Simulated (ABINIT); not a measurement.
# C (Fd-3m) in ABINIT: a series of runs, part 2 of 2

ABINIT 10.8.3 (patched build).

**3. Band structure, LDA-VWN**

File run.abi:

```
ndtset 2

pp_dirpath "./"
pseudos "C.LDA_PW-JTH.xml"

acell 2.5220660407 2.5220660407 2.5220660407 Angstrom
rprim
     0.0000000000     0.7071067812     0.7071067812
     0.7071067812     0.0000000000     0.7071067812
     0.7071067812     0.7071067812     0.0000000000
ntypat 1
znucl 6
natom 2
typat 1 1
xred
     0.7500000000     0.7500000000     0.7500000000
     0.5000000000     0.5000000000     0.5000000000

ecut 544.227725 eV
pawecutdg 40.0

ixc -1007

occopt 3
tsmear 0.05 eV

nstep 100

iomode 3
prtwf 0
prteig 0
prtebands 0
enunit 2
prtden1 1

kptopt1 1
ngkpt1 13 13 13
nshiftk1 1
shiftk1 0.0 0.0 0.0
nband1 8
tolvrs1 1.0e-9

iscf2 -2
getden2 1
nband2 12
nbdbuf2 2
tolwfr2 1.0e-12
kptopt2 -9
ndivsm2 6
prteig2 1
prtvol2 -3
kptbounds2
     0.0000000000     0.0000000000     0.0000000000
     0.5000000000     0.0000000000     0.5000000000
     0.5000000000     0.2500000000     0.7500000000
     0.3750000000     0.3750000000     0.7500000000
     0.0000000000     0.0000000000     0.0000000000
     0.5000000000     0.5000000000     0.5000000000
     0.6250000000     0.2500000000     0.6250000000
     0.5000000000     0.2500000000     0.7500000000
     0.5000000000     0.5000000000     0.5000000000
     0.3750000000     0.3750000000     0.7500000000
```

Potentials or basis: JTH PAW LDA v2.0.

On the command line:

```console
$ abinit run.abi > log 2>&1
```

run.abo:

```text
.Version 10.8.3 of ABINIT
 DATASET    1 : space group Fd -3 m (#227); Bravais cF (face-center cubic)
================================================================================
 Values of the parameters that define the memory need for DATASET  1.
     intxc =       0    ionmov =       0      iscf =      17    lmnmax =       8
     lnmax =       4     mgfft =      20  mpssoang =       2    mqgrid =    3001
     natom =       2  nloc_mem =       2    nspden =       1   nspinor =       1
    nsppol =       1      nsym =      48    n1xccc =       1    ntypat =       1
    occopt =       3   xclevel =       1
       mpw =         335          nfft =        8000          nkpt =          84
 PAW method is used; the additional fine FFT grid is defined by:
   mgfftf=        30    nfftf =     27000
================================================================================
================================================================================

[... 1492 lines left out ...]
  27.98970   34.07947   35.16018   43.55551
 kpt# 103, nband= 12, wtk=  1.00000, kpt=  0.3750  0.3750  0.7500 (reduced coord)
  -2.82630   -1.64424    0.59262    4.59139   15.56133   20.60311   24.18312   25.46990
  28.43031   33.96052   35.74710   43.83607

== END DATASET(S) ==============================================================
================================================================================

 -outvars: echo values of variables after computation  --------
            acell      4.7660140884E+00  4.7660140884E+00  4.7660140884E+00 Bohr
           etotal1    -1.1528581640E+01
            fcart1     3.4955608683E-29  4.9936583833E-30 -1.4980975150E-29
                      -3.4955608683E-29 -4.9936583833E-30  1.4980975150E-29
            rprim      0.0000000000E+00  7.0710678120E-01  7.0710678120E-01
                       7.0710678120E-01  0.0000000000E+00  7.0710678120E-01
                       7.0710678120E-01  7.0710678120E-01  0.0000000000E+00
           strten1     4.7843032787E-04  4.7843032787E-04  4.7843032787E-04
                       0.0000000000E+00  0.0000000000E+00  0.0000000000E+00
           xangst      2.6750550000E+00  2.6750550000E+00  2.6750550000E+00
                       1.7833700000E+00  1.7833700000E+00  1.7833700000E+00
             xred      7.5000000000E-01  7.5000000000E-01  7.5000000000E-01
                       5.0000000000E-01  5.0000000000E-01  5.0000000000E-01
 Calculation completed.
```

Run time: 8.5 s. Hardware: 1 thread of Arm Neoverse V1, shared host; peak memory 0.1 GiB.

Results:

```
Free energy             : -313.7087 eV
Pressure                : -14.1 GPa
Band gap on the k mesh  : 4.11 eV, indirect (least direct gap 5.55 eV)
Band gap along the path : 4.10 eV, indirect (least direct gap 5.55 eV)
```

Levels at the corners of the path, in eV from the valence-band top:
```tsv
point	band 1	band 2	band 3	band 4	band 5	band 6	band 7	band 8
Γ	-21.32	0.00	0.00	0.00	5.55	5.55	5.55	13.52
X	-12.61	-12.61	-6.29	-6.29	4.71	4.71	16.63	16.63
W	-11.78	-11.78	-8.35	-8.35	10.46	10.46	12.33	12.33
K	-12.77	-11.59	-9.35	-5.35	5.62	10.66	14.24	15.53
Γ	-21.32	0.00	0.00	0.00	5.55	5.55	5.55	13.52
L	-15.48	-13.35	-2.79	-2.79	8.39	8.39	9.00	15.41
U	-12.77	-11.59	-9.35	-5.35	5.62	10.66	14.24	15.53
W	-11.78	-11.78	-8.35	-8.35	10.46	10.46	12.33	12.33
L	-15.48	-13.35	-2.79	-2.79	8.39	8.39	9.00	15.41
K	-12.77	-11.59	-9.35	-5.35	5.62	10.66	14.24	15.53
```

Caveat: the atomic spheres overlap.

**4. Equation of state, PBE**

File run.abi:

```
# Datasets: one volume each
ndtset 7
getwfk -1
scalecart1 3*0.9795861087
scalecart2 3*0.9864848297
scalecart3 3*0.9932883884
scalecart4 3*1.0000000000
scalecart5 3*1.0066227096
scalecart6 3*1.0131594038
scalecart7 3*1.0196128224

# Pseudopotentials
pp_dirpath "./"
pseudos "C.GGA_PBE-JTH.xml"

# Structure
acell 3*1.0 Angstrom
rprim
     0.0000000000     1.7833700000     1.7833700000
     1.7833700000     0.0000000000     1.7833700000
     1.7833700000     1.7833700000     0.0000000000
ntypat 1
znucl 6
natom 2
typat 1 1
xred
     0.7500000000     0.7500000000     0.7500000000
     0.5000000000     0.5000000000     0.5000000000

# Plane-wave basis
ecut 20.0
pawecutdg 40.0

# k points
kptopt 1
ngkpt 13 13 13
nshiftk 1
shiftk 0.0 0.0 0.0

# Exchange and correlation
ixc 11

# Bands and occupations
nband 8
occopt 3
tsmear 0.05 eV

# SCF cycle
nstep 100
tolvrs 1.0e-9

# Output
iomode 3
prtwf 1
prtden 0
prteig 0
prtebands 0
enunit 2
```

Potentials or basis: JTH PAW PBE v2.0.

On the command line:

```console
$ abinit run.abi > log 2>&1
```

Wall time 31 s (1 thread of Arm Neoverse V1, shared host); peak memory 0.11 GiB.

Results (log left out):

```yaml
Equilibrium_volume: 5.69 Å³/atom
Bulk_modulus: 437 GPa
Pressure_derivative_of_the_bulk_modulus: "4.0 (rough: it moves with the points fitted)"
```

Energy against volume, from the lowest point:
| volume (Å³/atom) | energy (meV/atom) |
| --- | --- |
| 5.332 | 34.36 |
| 5.445 | 15.40 |
| 5.558 | 4.18 |
| 5.672 | 0.00 |
| 5.785 | 1.85 |
| 5.899 | 9.44 |
| 6.012 | 22.36 |

Caveat: pressures at fixed basis lie under the slope of the energies; the atomic spheres overlap.

**5. Overview**

```csv
task,level,potentials or basis,cutoff (eV),fine-grid cutoff,V0 of scaled cells (Å³/atom),B0 (GPa)
equation of state,RPBE,PseudoDojo NC SR PBE v0.4.1 standard,1116,-,5.73,425
band structure,LDA-VWN,JTH PAW LDA v2.0,544,1088.46 eV,-,-
equation of state,PBE,JTH PAW PBE v2.0,544,1088.46 eV,5.69,437
```

Alike in all rows: no spin polarisation; cell as given; k mesh 13 × 13 × 13; smearing fermi-dirac 0.05 eV.

Caveats: pressures at fixed basis lie under the slope of the energies (some runs); the atomic spheres overlap (some runs); the potentials were made for another functional, which shifts forces and pressure (some runs).

Absolute energies hang on the potentials; compare differences alone.

**6. Against experiment**

Step 2. Against the measured bulk modulus of C, 444.8 GPa (quoted in “Equation of state of cubic boron nitride at high pressures and temperatures”, 2007, arxiv:cond-mat/0702656), the calculated 425 GPa is off by -4.5 %. 3 values of this kind are on record (442 to 444.8 GPa); this one was drawn at random among those near their median, those with a stated uncertainty first. The fit is for a static lattice scaled at fixed shape and fixed fractional positions.

Step 4. Against the measured bulk modulus of C, 444.8 GPa (quoted in “Equation of state of cubic boron nitride at high pressures and temperatures”, 2007, arxiv:cond-mat/0702656), the calculated 437 GPa is off by -1.8 %. 3 values of this kind are on record (442 to 444.8 GPa); this one was drawn at random among those near their median, those with a stated uncertainty first. The fit is for a static lattice scaled at fixed shape and fixed fractional positions. The cell as given is a measured one (5.67 Å³/atom); PBE puts the equilibrium volume +0.3 % from it, thermal expansion not counted.
